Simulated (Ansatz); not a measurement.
# Electron scattering at the Σ5 (310) boundary in bcc Ta with Re (substitutional), part 2 of 2

Aim: the relaxed structure and the specific resistance of the Σ5 (310) boundary in bcc Ta with Re (substitutional).

Ansatz 0.2.0; Ansatz plane-wave DFT, PBE, PAW files; relaxation of a bicrystal slab with its lowest layers held; PAW set soft_1 (the session's first sound run).

So far. Step 2 (Relaxing the bicrystal): The largest force component on a free atom ends at 0.015 eV/Å, under the tolerance of 0.03, after 13 steps.

## 3. Transmission across the boundary

Bulk layers of each grain are laid under and over the relaxed boundary, and a lead is named in the middle of each, away from the free faces. The mesh across the current, 20×20, is finer than the density's, because channels open and close sharply across the zone. Energies from -0.1 to 0.1 eV in steps of 0.05 eV are too few for the program's thermal sum, so it prints no conductance; for a metal the transmission near the Fermi level serves, at a fraction of the cost.

This step: Ansatz plane-wave DFT, PBE, PAW files; ballistic transport by layer matching (Landauer), zero bias; boundary relaxed in a short slab, bulk layers laid on; PAW set soft_1 (Ansatz 0.2.0).

System of this step: Σ5 (310) boundary in bcc Ta with Re (substitutional). The cell holds 42 atoms: 41 Ta and 1 Re. Its edges and angles: a = 5.477 Å, b = 3.303 Å, c = 50.948 Å, α = 90.0°, β = 90.0°, γ = 72.5°. It derives from Ta. Regions: lower grain, 17 atoms (17 Ta); boundary, 12 atoms (11 Ta and 1 Re); upper grain, 13 atoms (13 Ta). Vacuum lies along c.

File input.yaml:

```yaml
crystal:
  lattice:
    - [5.4766761838, 0.0, 0.0]
    - [0.9957593061, 3.1488674087, 0.0]
    - [0.0, 0.0, 50.9475467923]
  atoms:
    - { symbol: Ta, position: [-9.2000000003, -6.8999999999, 0.0785121218] }
    - { symbol: Ta, position: [-8.8000000003, -6.5999999999, 0.0990108747] }
    - { symbol: Ta, position: [-8.4000000002, -6.2999999999, 0.1195096276] }
    - { symbol: Ta, position: [-8.0000000002, -5.9999999999, 0.1400083804] }
    - { symbol: Ta, position: [-7.6000000002, -5.6999999999, 0.1605071333] }
    - { symbol: Ta, position: [-7.2000000002, -5.3999999999, 0.1810058862] }
    - { symbol: Ta, position: [-6.8000000002, -5.0999999999, 0.201504639] }
    - { symbol: Ta, position: [-6.4000000002, -4.7999999999, 0.2220033919] }
    - { symbol: Ta, position: [-6.0000000002, -4.4999999999, 0.2425021448] }
    - { symbol: Ta, position: [-5.6000000002, -4.1999999999, 0.2630008976] }
    - { symbol: Ta, position: [-5.2000000002, -3.8999999999, 0.2834996505] }
    - { symbol: Ta, position: [-4.8000000002, -3.5999999999, 0.3039984034] }
    - { symbol: Ta, position: [-4.4000000001, -3.2999999999, 0.3244971562] }
    - { symbol: Ta, position: [-4.0000000001, -2.9999999999, 0.3449959091] }
    - { symbol: Ta, position: [-3.6000000001, -2.6999999999, 0.365494662] }
    - { symbol: Ta, position: [-3.2000000001, -2.3999999999, 0.3859934148] }
    - { symbol: Ta, position: [-2.8000000001, -2.0999999999, 0.4064921677] }
    - { symbol: Ta, position: [0.5999999999, 0.2, 0.4269909206] }
    - { symbol: Ta, position: [1.0017920526, 0.4991039737, 0.4465206863] }
    - { symbol: Ta, position: [0.3958221465, 0.8020889267, 0.4688222762] }
    - { symbol: Ta, position: [0.8117645609, 0.0941177195, 0.4876603579] }
    - { symbol: Ta, position: [0.1910347915, 0.4044826043, 0.5124958924] }
    - { symbol: Ta, position: [0.6108853776, 0.6945573112, 0.5256217786] }
    - { symbol: Re, position: [-0.0513975963, 0.0256987982, 0.5519189496] }
    - { symbol: Ta, position: [0.5283904218, 0.7358047891, 0.5751092764] }
    - { symbol: Ta, position: [0.1212555588, 0.4393722206, 0.5919247864] }
    - { symbol: Ta, position: [0.7336111861, 0.1331944069, 0.6142807568] }
    - { symbol: Ta, position: [0.3299761145, 0.8350119428, 0.6338027066] }
    - { symbol: Ta, position: [0.9296877375, 0.5351561313, 0.6550040909] }
    - { symbol: Ta, position: [-2.4703122625, -1.7648438687, 0.6755028438] }
    - { symbol: Ta, position: [-2.8703122626, -2.0648438687, 0.6960015966] }
    - { symbol: Ta, position: [-3.2703122626, -2.3648438687, 0.7165003495] }
    - { symbol: Ta, position: [-3.6703122626, -2.6648438687, 0.7369991024] }
    - { symbol: Ta, position: [-4.0703122626, -2.9648438687, 0.7574978552] }
    - { symbol: Ta, position: [-4.4703122626, -3.2648438687, 0.7779966081] }
    - { symbol: Ta, position: [-4.8703122626, -3.5648438687, 0.798495361] }
    - { symbol: Ta, position: [-5.2703122626, -3.8648438687, 0.8189941138] }
    - { symbol: Ta, position: [-5.6703122626, -4.1648438687, 0.8394928667] }
    - { symbol: Ta, position: [-6.0703122626, -4.4648438687, 0.8599916196] }
    - { symbol: Ta, position: [-6.4703122626, -4.7648438687, 0.8804903724] }
    - { symbol: Ta, position: [-6.8703122627, -5.0648438687, 0.9009891253] }
    - { symbol: Ta, position: [-7.2703122627, -5.3648438687, 0.9214878782] }
kpoints:
  mp_grid: { grid: [8, 8, 1] }
hamiltonian:
  xc: pbe
  pseudopotentials: { kind: paw, azcp: { folder: soft_1 } }
scf:
  occupations: { method: fermi_dirac, width: 0.1 }
output:
  transmission:
    leads: [[9, 10], [34, 35]]
    kmesh: [20, 20]
    e_range: [-0.1, 0.1]
    de: 0.05
  write_potential: true
  write_density: true
  volumetric_format: npy
  elf: true
```

Run with:

```bash
ansatz run input.yaml --threads 4 --pin off --max-ram 15360MiB --backend cpu --events-out ev --progress --plain --runs-dir out
```

Numbers of over 12 decimals in the logs are rounded to 6 here.

Log:

```text
[...]
Crystal: 42 atoms, lattice volume = 878.607 Å³
Basis set: ecut = 420 eV, 17199 PW (Γ)
Bands: 329, of which v1, the nominal top of the filled ones, is band 274 counted from 1 (273 counted from 0)
Symmetry: 2 space group operations
[...]
k-points: 21 of 64 (time reversal used)
[...]
SCF iter   1: F=—  HF=-418141.502103 eV  |F-HF|=—  |Δ(HF+E_count)|=         —  Δρ=5.19e-2  dr2=1.05e3  ethr=3.10e-3  ⟨swp⟩=8.1  Hψ=27275  notcnv=0  defer=101
[...]
SCF iter  12: F=-418125.395263 eV  HF=-418125.395263 eV  |F-HF|=6.52e-9  |Δ(HF+E_count)|=   2.89e-8  Δρ=1.18e-6  dr2=2.95e-8  ethr=1.82e-11  ⟨swp⟩=23.4  Hψ=31410  notcnv=0
SCF 1 converged in 12 iterations: F = -418125.395263 eV  dr2 = 2.95e-8
[...]
transmission: 678 of 6771 steps passed
transmission: 1362 of 6771 steps passed
[...]
transmission: 6771 of 6771 steps passed
WARN: The output density's exchange-correlation potential varies sharply where the density is thin. Do not read a vacuum level from v_tot or v_xc, or from such a field of the output density. On a cell that repeats whose density bears no net charge and no dipole along the vacuum's axis use v_es (v_loc + v_h of the components); under efield.dipole_correction with no amplitude use v_es + v_field, which holds any externa [...]
SCF converged after 12 iterations
Free energy (F): -418125.395263 eV
[...]
Internal energy: -418123.690078 eV  (E = F + TS)
E sigma→0 (E₀):  -418124.542670 eV
Entropy (-TS):   -1.705186 eV (-40.600 meV/atom)
Fermi energy:    15.542947 eV
[...]
--- Band table (eV; the first three rows and the last of 21) ---
  k-point 0: bands = [... 270 lower, 16.0479, 16.0701, 16.0732, 16.1189, 16.1324, 16.1760, 16.1959, 16.2116, ... 51 higher]
  k-point 1: bands = [... 270 lower, 15.6917, 15.7093, 15.7521, 15.8024, 15.8195, 15.8572, 15.8823, 15.9290, ... 51 higher]
  k-point 2: bands = [... 270 lower, 15.2008, 15.2159, 15.2373, 15.2479, 15.2751, 15.2911, 15.3156, 15.3619, ... 51 higher]
  k-point 20: bands = [... 270 lower, 15.8245, 15.8677, 15.8969, 15.9171, 15.9879, 16.0327, 16.0792, 16.1122, ... 51 higher]
--- Transmission ---
  basis      : 157 plane waves across, 61 finite elements along
  points     : 111, standing for a mesh of 20 x 20
  energies   : 5 from -0.100000 to 0.100000 eV about the Fermi level, 0.050000 eV apart; the leads are filled to 0.000000 eV, and channels, transmission and decay are at 0.000000 eV
  crystal 0  : Ta2, at the sites [9, 10], period 2.0887 Å, over 18.80 Å; its Hamiltonian steps by up to 11.6 meV
    offset         : up to 0.0000 Å between an atom of the period and one for which it stands
    channels       : 3.872500e0 a spin
    conductance    : none, the energies end too early or step too widely for 300 K: set another output.transmission.e_range or a lower de, or, where they end at an eighth of basis.ecutwfc, a higher one
[...]
channels       : 3.872500e0 a spin
[...]
junction   : crystal 0 to crystal 1, 12.88 to 38.07 Å
    transmission   : 1.674505e0 a spin
[...]
```

Wall time 16 min (4 threads of Arm Neoverse V2, shared host); peak memory 9.1 GiB; 59 min of CPU time.

The column dr2 measures how far the density is from self-consistency, as an energy; F and HF (Harris–Foulkes) agree once it is small.

Numbers from this step:

| Quantity | Value |
| --- | --- |
| free energy | -418125.3953 eV |
| energy at zero smearing | -418124.5427 eV |
| Fermi energy | 15.54 eV |
| cell area | 17.25 Å² |
| transmission per spin nearest the Fermi level | 1.675 |
| open channels per spin nearest the Fermi level | 3.873 |
| open channels per spin, upper lead | 3.873 |
| step of the lead's potential | 11.6 meV |
| step of the upper lead's potential | 12 meV |

Per spin. Transmission, zone mean against energy, zero at the Fermi level:

| energy (eV) | transmission, zone mean |
| --- | --- |
| -0.1000 | 1.81 |
| -0.0500 | 1.75 |
| 0.0000 | 1.67 |
| 0.0500 | 1.61 |
| 0.1000 | 1.56 |

Per spin. The open channels, zone mean by energy, zero at the Fermi level:

| energy (eV) | lead | upper lead |
| --- | --- | --- |
| -0.1000 | 4.30 | 4.30 |
| -0.0500 | 4.13 | 4.14 |
| 0.0000 | 3.87 | 3.87 |
| 0.0500 | 3.72 | 3.72 |
| 0.1000 | 3.63 | 3.64 |

Transmission over k1 and k2. At 0.0000 eV from the Fermi level.

Ten even steps from '_' (0.63) to '@' (4.04):
```
--------====--------==----------------==
::::::------::::::::----::======::----::
....................::------------::....
____________________......__......______
__________________......::::......______
..............__::==::::::::::==::__....
::....::::::--------++----++--------::::
++**++========----::::##::::----========
@@@@%%++==++++======----======++++==++%%
@@@@%%++++**======--..--======**++++%%@@
@@%%++==++++======----======++++==++%%@@
++========----::::##::::----========++**
::::::--------++----++--------::::::....
......__::==::::::::::==::__............
________......::::......________________
________......__......__________________
......::------------::..................
::::----::======::----::::::::------::::
--==----------------==--------====------
====----==--==----======----==--==----==
```
Columns: k1 (b1) from -0.5 to 0.45; rows upwards: k2 (b2) from -0.5 to 0.45.

Open channels over k1 and k2. At 0.0000 eV from the Fermi level.

Values, 12 rows by 16 columns, each cell a mean:
```
3.12 3.76 4.24 4.88 4.80 3.84 3.60 3.12 4.00 4.00 4.24 5.20 4.80 4.00 4.00 3.68
2.76 2.68 3.28 3.60 3.00 2.92 2.80 2.96 3.92 4.16 3.44 3.52 4.08 4.16 3.32 2.84
1.92 1.60 1.60 1.60 1.56 1.64 2.00 2.80 3.72 4.20 3.96 4.12 3.48 2.76 2.16 1.52
2.32 2.00 2.24 2.40 3.48 3.56 4.28 5.48 5.32 5.00 5.24 5.08 5.48 4.28 3.32 3.08
5.36 5.20 4.84 4.60 4.84 4.68 4.20 4.20 4.72 5.28 4.32 4.24 4.52 5.00 4.88 4.80
6.00 6.00 5.40 5.00 4.88 4.24 4.00 4.00 3.52 4.00 4.00 4.00 5.00 5.00 5.36 5.92
5.92 5.36 5.00 5.00 4.48 4.00 4.00 4.96 4.00 4.00 4.00 4.80 5.00 5.00 5.60 6.00
3.40 3.64 4.24 4.88 4.96 5.04 5.04 5.28 5.32 4.92 4.44 4.52 3.84 3.20 2.96 2.80
1.96 2.04 2.16 3.44 4.84 5.00 5.00 5.00 4.36 3.80 2.48 1.84 2.32 2.00 2.00 2.00
2.40 2.40 3.00 3.72 3.32 2.76 3.00 3.72 3.32 2.76 2.40 2.40 1.88 2.20 1.96 1.80
3.04 3.44 3.92 4.16 4.88 4.88 4.16 4.16 3.80 3.08 3.20 3.68 4.64 4.72 4.12 3.32
3.68 4.00 4.00 4.48 5.00 4.60 4.00 4.00 3.92 3.76 4.00 4.48 5.00 4.60 4.00 4.00
```
Columns: k1 (b1) from -0.5 to 0.45; rows upwards: k2 (b2) from -0.5 to 0.45.

Valence density in the ca plane at fractional y = 0.035, with atoms of Ta and Re within 0.2 Å of it. It is the smooth field of the valence electrons, not physical close to the nuclei.

Ten even steps from '0' (0.1 e/Å³) to '9' (7.0 e/Å³), each cell a mean:
```
00000000000000231000004997200000000000000000
00000000000002564100003786100000221000000000
00000000000003665100001232000002553000000000
00000011000002554100000000000003664100000000
00000243100000121000000000000002553000000100
00000354200000000000000000000000121000002320
00000132100000000000000000000000000000002331
00000000000000000000000000000000000000001210
00000000000111000000000000000000000110000000
00000000000122000000000000000000001321000000
00122100000111000000000000000000002331000000
00355200000000000000000000000000001220000002
00355300000000000000000000000000000000000015
00133100000000000000000231000000000000000015
00000000000000000000002785100000000000000002
```
Columns run along c (16.0 Å, from fractional 0.38 to 0.70 of the cell), rows up along a (5.5 Å). Atoms in or near the plane, at fractional coordinates: Ta at (0.49, 0.81), Re at (0.55, 0.95).

Electrostatic potential energy in the ca plane at fractional y = 0.035, with atoms of Ta and Re within 0.2 Å of it. With pseudopotentials it is smooth inside the atoms' cores, unlike the true potential.

Ten even steps from '0' (-38 eV) to '9' (17 eV), each cell a mean:
```
99999999999986434799971000289999888999999987
99999999999973001589982000489986446899999999
99999888999972000489996324799973003799999999
99998655799984101689999878999962001699998889
99997412589997545899999999999973003799987668
99997301489999888998889999988986446899974336
99997423689999999998789999877899888999974236
89999767898877899998889998767899998889975457
89999889998645799998899998777899987667888778
99877899997534689988999999888999975336899999
98533689998655799988999999999999974225899987
97300379999878899988999999999999985446899963
97200379999999999999999888999999998778999851
98522589999999999999996324799999999999999840
99877899999999878999982000489999999999999863
```
Columns run along c (16.0 Å, from fractional 0.38 to 0.70 of the cell; values clipped at the 3rd and 97th percentile), rows up along a (5.5 Å). Atoms in or near the plane, at fractional coordinates: Ta at (0.49, 0.81), Re at (0.55, 0.95).

ELF in the ca plane at fractional y = 0.035, with atoms of Ta and Re within 0.2 Å of it. It is the smooth field of the valence electrons, not physical close to the nuclei.

Values, 8 rows by 16 columns, each cell a mean:
```
0.47 0.36 0.44 0.46 0.36 0.62 0.31 0.30 0.59 0.50 0.39 0.32 0.28 0.45 0.45 0.30
0.35 0.35 0.29 0.38 0.36 0.57 0.41 0.39 0.39 0.34 0.32 0.54 0.58 0.38 0.41 0.34
0.37 0.35 0.71 0.33 0.35 0.45 0.31 0.27 0.39 0.35 0.32 0.52 0.53 0.38 0.32 0.37
0.40 0.34 0.59 0.31 0.30 0.33 0.38 0.20 0.27 0.20 0.27 0.32 0.29 0.40 0.42 0.56
0.33 0.31 0.29 0.29 0.43 0.31 0.40 0.27 0.30 0.21 0.28 0.45 0.32 0.31 0.29 0.30
0.31 0.51 0.35 0.35 0.47 0.29 0.28 0.30 0.40 0.31 0.31 0.37 0.48 0.50 0.39 0.30
0.38 0.71 0.36 0.41 0.29 0.39 0.28 0.33 0.30 0.39 0.32 0.34 0.29 0.32 0.41 0.47
0.32 0.43 0.34 0.39 0.44 0.28 0.36 0.38 0.55 0.45 0.40 0.43 0.38 0.43 0.43 0.47
```
Columns run along c (16.0 Å, from fractional 0.38 to 0.70 of the cell), rows up along a (5.5 Å). Atoms in or near the plane, at fractional coordinates: Ta at (0.49, 0.81), Re at (0.55, 0.95).

Over the solved energies the transmission per spin lies between 1.56 and 1.81, out of 3.93 channels of the lead on average (up to 4.30).

## 4. Specific resistance

This step: Ansatz plane-wave DFT, PBE, PAW files; ballistic transport by layer matching (Landauer), zero bias; specific resistance of the boundary; PAW set soft_1 (Ansatz 0.2.0).

Numbers from this step:

- area resistance: 0.7581 fΩ m²
- T over the leads' mean channel count: 0.4274

Averaged over the energies near the Fermi level, 42.7 % of the channels pass, which makes 0.758 fΩ m².

By hand, with T and the leads' channels N averaged over the energies near the Fermi level: RA = A (h/2e²)(1/T − ½[1/N₁ + 1/N₂]) = 17.25×10⁻²⁰ m² × 12 906 Ω × (1/1.681 − ½[1/3.932 + 1/3.936]) = 0.758 fΩ m².

## 5. Outcome

```yaml
specific_resistance_of_the_boundary: 0.758 fΩ m²
share_of_channels_that_pass: 0.427
```

In words: The boundary has a specific resistance of 0.76 fΩ m². The boundary reflects 57 % of the channels; 0.76 fΩ m² is 7.6×10⁻¹² Ω·cm². That equals the resistance of 5.6 nm of bulk Ta at 300 K (measured 13.5 µΩ cm, CRC Handbook of Chemistry and Physics, 84th ed., 2003, Electrical Resistivity of Pure Metals). One Re in 17.2 Å² of boundary is a high coverage. In the relaxation the upper grain slid sideways by about 0.4 Å, so the result belongs to the position that it found, not to the starting one. Each plane of this narrow cell holds one atom, so the solute fills a whole plane. One starting structure was relaxed; another shift or atom count at the boundary may lie lower. Spin-orbit coupling is left out, which matters for Re and Ta.

[Logs are printed without paths, hosts, clocks, repeated set-up lines and the standing remarks that a program may print on its own settings, such as how far it seeks lower states.]

[Hosts, paths, dates, database ids (printed as entryN), source tags and the programs' standing remarks are cut or masked in the printed files.]
